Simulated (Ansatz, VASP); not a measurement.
**HBr: VASP beside Ansatz**

```
H Br
1.0
     0.00000    2.61786    2.81420
     2.57840    0.00000    2.81420
     2.57840    2.61786    0.00000
H Br
1 1
Direct
  0.00000 0.00000 0.00000
  0.50000 0.50000 0.50000
```

Change from the starting cell: volume scaled by 0.8, LAPW.

Alike in both runs: task single point; functional PBEsol; k mesh 9 × 9 × 9; occupations fermi-dirac, width 0.03 eV; no spin polarisation.

```csv
,VASP,Ansatz
version,VASP 6.6.1,Ansatz 0.2.0
potentials or method,"VASP PAW PBE potentials, release 64 (H, Br), cutoff 520 eV","all-electron LAPW, scalar-relativistic"
```

|  | VASP | Ansatz | Ansatz less VASP |
| --- | --- | --- | --- |
| pressure (GPa) | -8.6 | -8.5 | +0.03 |
| largest component of the traceless stress (GPa) | 3.96 | 3.96 | 0.000 |

Ansatz ran all-electron here, so the differences hold the error of VASP's frozen core and of both bases.

Caveats: the PAW data sets were made with another functional, which shifts forces and pressure a little (VASP).
